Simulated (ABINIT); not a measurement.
C, 2 atoms in the cell. It takes space group Fd-3m (No. 227, cubic). The conventional cell has a = 3.567 Å, b = 3.567 Å, c = 3.567 Å, α = 90.00°, β = 90.00°, γ = 90.00°. C (site symmetry -43m) has 4 C at 1.54 Å as nearest neighbours. This isn't the form of C at room conditions, which is graphite.

```yaml
Program: ABINIT 10.8.3 (patched build)
Task: band structure
Functional: LDA-VWN
Potentials_or_basis: PseudoDojo NC SR LDA v0.4.1 standard
Cutoff: 1116 eV
k_mesh: 13 × 13 × 13
Occupations: fermi-dirac, width 0.05 eV
Spin: no spin polarisation
```

Potentials or basis: PseudoDojo NC SR LDA v0.4.1 standard.

The run is started by

```sh
$ abinit run.abi > log 2>&1
```

Hardware: 1 thread of Arm Neoverse V1, on a shared host.

Q: How long does it take, and how much memory?

A: Run time: 32 s on 1 thread of Arm Neoverse V1, with other jobs on the host, peak memory 0.11 GiB. Counts: scf iterations 6, k points 84, bands 8, plane waves 974.
